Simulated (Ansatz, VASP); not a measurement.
**Sn: VASP beside Ansatz**

```
Sn
1.0
    -1.80941    1.80941    2.06724
     1.80941   -1.80941    2.06724
     1.80941    1.80941   -2.06724
Sn
1
Direct
  0.00000 0.00000 0.00000
```

Alike in both runs: functional r2SCAN; k mesh 20 × 20 × 20; occupations gaussian, width 0.1 eV; no spin polarisation.

Ansatz relaxed the structure, and its values are those at the end. VASP's run is a single point on that final structure, the one shown.

|  | VASP | Ansatz |
| --- | --- | --- |
| version | VASP 6.6.1 | Ansatz 0.2.0 |
| potentials or method | VASP PAW PBE potentials, release 64 (Sn_d) | scalar-relativistic, plane waves, PAW |
| plane-wave cutoff (eV) | 520 | 500 |
| valence electrons in the cell | 14 | 14 |

```csv
,VASP,Ansatz,Ansatz less VASP
gap on the k mesh at the Fermi level (eV),none,none,-
pressure (GPa),0.0,0.0,+0.01
```

A gap of «none» marks a metal or a gap that the smearing closes. With one functional, cell and mesh, what is left measures potentials, basis and numerics.

Caveats: the PAW data sets were made with another functional, which shifts forces and pressure a little (VASP).
